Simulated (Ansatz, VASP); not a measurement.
# Zn in VASP and in Ansatz

```xyz
3
Lattice="2.2219 -1.2818 0.0000 2.2219 1.2818 0.0000 -1.5592 0.0000 7.1514" Properties=species:S:1:pos:R:3 pbc="T T T"
Zn    2.9357    0.0000    2.3922
Zn   -0.0512    0.0000    4.7592
Zn    0.0000    0.0000    0.0000
```

This isn't the form of Zn at room conditions, which is hcp.

Alike in both runs: task single point; functional PBEsol; k mesh 12 × 12 × 4; occupations fermi-dirac, width 0.05 eV; no spin polarisation.

```csv
,VASP,Ansatz
version,VASP 6.6.1,Ansatz 0.2.0
potentials or method,"VASP PAW PBE potentials, release 64 (Zn)",Ansatz PAW
plane-wave cutoff (eV),520,420
valence electrons in the cell,36,36
```

```tsv
	VASP	Ansatz	Ansatz less VASP
gap on the k mesh at the Fermi level (eV)	none	none	-
pressure (GPa)	5.1	4.8	-0.32
largest component of the traceless stress (GPa)	2.39	2.58	+0.183
rms of the force components (eV/Å)	0.008	0.007	-0.0007
```

Atom by atom the forces differ by 0.001 eV/Å (rms over components). A gap of «none» marks a metal or a gap that the smearing closes.

Caveats: the PAW data sets were made with another functional, which shifts forces and pressure a little (VASP); the PAW data sets come from PBE, with cores solved anew for the run's functional, which leaves a small shift of forces and pressure (Ansatz).
